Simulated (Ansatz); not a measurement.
## BaTiO3 (Pm-3m), random displacements

All numbers below come from DFT r2SCAN, scalar-relativistic, plane waves, PAW in Ansatz 0.2.0. Settings: plane waves to 500 eV, k-mesh 8×8×8 (Γ-centred), Gaussian smearing 0.05 eV. Spin–orbit coupling is left out, which matters for the heavy elements here. No spin polarisation. Energies are free energies at this smearing, counted from the undisturbed cell; pressure is positive in compression.

Reference structure (relaxed at this level; it needn't be the usual structure):

```xyz
5
Lattice="3.9940 0.0000 0.0000 0.0000 3.9940 0.0000 0.0000 0.0000 3.9941" Properties=species:S:1:pos:R:3 pbc="T T T"
Ba    0.0000    0.0000    0.0000
Ti    1.9970    1.9970    1.9971
O     1.9970    1.9970    0.0000
O     1.9970    0.0000    1.9971
O     0.0000    1.9970    1.9971
```

The atoms are displaced (Å, in the unstrained cell):

```csv
atom,ux,uy,uz
Ba1,0.047,0.055,-0.012
Ti2,-0.061,-0.054,-0.177
O3,-0.099,-0.038,-0.010
O4,0.004,0.006,0.038
O5,0.109,0.031,0.161
```

Strain (Voigt, engineering shear): (-0.0178, 0.0014, -0.0028, -0.0039, -0.0173, 0.0154).

Problem. What are the energy change, the stress and the forces?

Solution. ΔE = 75.6 meV/atom; stress (xx, yy, zz, yz, xz, xy; compression positive) (10.09, 4.52, 8.47, 0.90, 3.50, -1.27) GPa; gap on the mesh 2.66 eV.
```tsv
atom	Fx (eV/Å)	Fy	Fz
Ba1	-0.58	-0.62	-0.47
Ti2	0.41	0.29	1.29
O3	1.07	0.25	1.06
O4	0.47	0.17	-0.61
O5	-1.37	-0.09	-1.27
```

Symmetry holds off the tilts and polar distortions that many cubic perovskites undergo.

Cost: 1 run of about 1.8 core-minutes, on Arm Neoverse V2 (shared hosts).